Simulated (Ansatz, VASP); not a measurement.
## MgO: VASP beside Ansatz

```
CELL_PARAMETERS angstrom
3.37228 0.00000 0.00000
-1.68614 2.92048 0.00000
0.00000 0.00000 4.81663
ATOMIC_POSITIONS crystal
Mg 0.33333 0.66667 0.99186
Mg 0.66667 0.33333 0.49186
O 0.33333 0.66667 0.40094
O 0.66667 0.33333 0.90094
```

Alike in both runs: task single point; functional PBEsol; k mesh 9 × 9 × 6; occupations gaussian, width 0.05 eV; no spin polarisation.

|  | VASP | Ansatz |
| --- | --- | --- |
| version | VASP 6.6.1 | Ansatz 0.2.0 |
| potentials or method | VASP PAW PBE potentials, release 64 (Mg, O) | scalar-relativistic, plane waves, PAW |
| plane-wave cutoff (eV) | 520 | 520 |
| valence electrons in the cell | 16 | 32 |

Ansatz gave:

| Property | Result |
| --- | --- |
| gap on the k mesh at the Fermi level (eV) | 3.19 |
| least direct gap on the mesh (eV) | 3.19 |
| pressure (GPa) | -1.1 |
| largest component of the traceless stress (GPa) | 3.46 |
| rms of the force components (eV/Å) | 0.159 |

Question: Which values does VASP return?

Answer: gap on the k mesh at the Fermi level (eV): 3.18; least direct gap on the mesh (eV): 3.18; pressure (GPa): -1.5; largest component of the traceless stress (GPa): 3.53; rms of the force components (eV/Å): 0.160.

Atom by atom the forces differ by 0.002 eV/Å (rms over components). The functional is the same, so the differences come from potentials, cutoffs and numerics. The two sets of potentials don't hold the same shells in valence. Ansatz warned: «pseudo_functional_mismatch».

Caveats: the PAW data sets were made with another functional, which shifts forces and pressure a little (VASP); an odd mesh through Γ misses points on the zone boundary, where band edges often lie.
